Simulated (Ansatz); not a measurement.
# P: P vacancy

Level of theory: DFT PBE+D3(BJ), scalar-relativistic, plane waves, PAW (Ansatz 0.2.0). Run with 420 eV cutoff, 4×4×4 k-mesh, shifted by half a step, Gaussian smearing of 0.10 eV, no spin polarisation.

Host crystal, relaxed:

```cif
data_structure
_symmetry_space_group_name_H-M 'P 1'
_symmetry_Int_Tables_number 1
_cell_length_a 5.3597
_cell_length_b 5.3597
_cell_length_c 4.1669
_cell_angle_alpha 90.000
_cell_angle_beta 90.000
_cell_angle_gamma 143.887
_cell_volume 70.55
loop_
_atom_site_label
_atom_site_type_symbol
_atom_site_fract_x
_atom_site_fract_y
_atom_site_fract_z
_atom_site_occupancy
P1 P 0.10638 0.89362 0.92810 1
P2 P 0.60638 0.39362 0.57190 1
P3 P 0.89362 0.10638 0.07190 1
P4 P 0.39362 0.60638 0.42810 1
```

Supercell of 16 atoms, rows in host cell vectors: 1 0 -1; 1 0 1; -1 -2 0. Atoms relax at the host's cell, keeping the symmetry that the supercell leaves at the site. The cell is small, so energies carry finite-size errors of tenths of an eV. The host is a metal. Atoms are taken from and returned to the elements' standard states.

A cell with an odd number of electrons and no spin polarisation is a metal by construction and may be lower with spin.

Defect: P vacancy set at (0.106, 0.894, 0.928) of the host cell. In charge 0 some atom moved by up to 0.9 Å, so the relaxed defect can differ in kind from the start. Before relaxation its nearest neighbours are 2 P at 2.23 Å, 1 P at 2.25 Å.

```json
{"charge": "0", "E_f at the valence band top (eV)": "1.64", "moment (μB)": "0.00", "largest move (Å)": "0.88", "atoms near the site": "1 P at 1.47 Å, 1 P at 2.05 Å, 1 P at 2.48 Å"}
```